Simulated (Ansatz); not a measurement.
## KCl (rocksalt) under strain

KCl built on the rocksalt prototype, relaxed with r2SCAN in Ansatz 0.2.0. The symmetry is Fm-3m (No. 225, cubic); a = 6.290 Å in the conventional setting, 31.10 Å³ an atom. K is surrounded by 6 Cl at 3.14 Å; Cl is surrounded by 6 K at 3.14 Å.

The axes x, y and z are those of this cell:
```xyz
2
Lattice="0.0000 3.1448 3.1448 3.1448 0.0000 3.1448 3.1448 3.1448 0.0000" Properties=species:S:1:pos:R:3 pbc="T T T"
K     0.0000    0.0000    0.0000
Cl    3.1448    3.1448    3.1448
```

Unstrained: With PBE the gap is 5.194 eV and direct, at Γ. r2SCAN gives a direct gap of 5.831 eV at Γ. The HSE06 gap is direct at Γ: 6.505 eV. Meshes: PBE 8×8×8, r2SCAN 8×8×8, HSE06 6×6×6. Strains are changes of length per length. After each strain the atoms were relaxed again with r2SCAN within the symmetry that the strain leaves, so tilts or polar shifts that break it weren't tested; points keep the names that they have in the unstrained zone. Spin-unpolarised throughout; all numbers are computed.

Changes of the least gap in eV (an overlap counts as a negative gap):

| strain | volume change (%) | space group | PBE | r2SCAN | HSE06 | energy rise, r2SCAN (meV/atom) |
| --- | --- | --- | --- | --- | --- | --- |
| uniaxial +0.37 % along z | +0.4 | I4/mmm | -0.013 | -0.014 | -0.014 | 0.0 |
| isotropic -4.87 % on every length | -13.9 | Fm-3m | +0.567 | +0.587 | +0.605 | 49.6 |
| biaxial -5.82 % in x and y, z held | -11.3 | I4/mmm | +0.391 | +0.398 | +0.422 | 45.2 |

Uniaxial +0.37 % along z, other directions held. HSE06: the gap goes from 6.505 to 6.491 eV (-0.014 eV). Stress change with r2SCAN, compression positive: xx -0.02, yy -0.02, zz -0.17 GPa.

Isotropic -4.87 % on every length. HSE06: the gap goes from 6.505 to 7.110 eV (+0.605 eV). Stress change with r2SCAN, compression positive: xx +4.19, yy +4.19, zz +4.19 GPa. For HSE06, dE_g/d ln V = -4.0 eV over this step.

Biaxial -5.82 % in x and y, z held. HSE06: the gap goes from 6.505 to 6.927 eV (+0.422 eV); with r2SCAN the top three valence levels at Γ, degenerate before, become 2+1 from the top over 84 meV. Stress change with r2SCAN, compression positive: xx +4.74, yy +4.74, zz +0.74 GPa.

The meshes of the hybrids are coarse, so their gaps aren't converged to the digits shown.

The splittings at Γ are without spin-orbit coupling, which regroups them where it is of like size or larger.
